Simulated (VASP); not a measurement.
Data:

```xyz
4
Lattice="1.3467 -2.3325 0.0000 1.3467 2.3325 0.0000 0.0000 0.0000 4.3727" Properties=species:S:1:pos:R:3 pbc="T T T"
Be     1.3467    -0.7775     2.1866
Be     1.3467     0.7775     0.0003
O      1.3467    -0.7775     3.8390
O      1.3467     0.7775     1.6526
```

Method: LDA (Ceperley-Alder, Perdew-Zunger), VASP's LDA PAW potentials (set 64) (plane waves; VASP 6.6.1). Run with 520 eV cut-off, 9×9×5 Γ-centred mesh, Gaussian smearing of 0.050 eV, potentials Be O.

**Question.** Give the stress tensor in GPa (positive for a compressed cell).

**Answer.** 
```
-6.48   0.00   0.00
 0.00  -6.48   0.00
 0.00   0.00  -6.24
```
The pressure is its mean diagonal, -6.40 GPa.

The compound is BeO in the wurtzite structure. This cell is one point of a volume scan, at 1.03 of the reference volume.
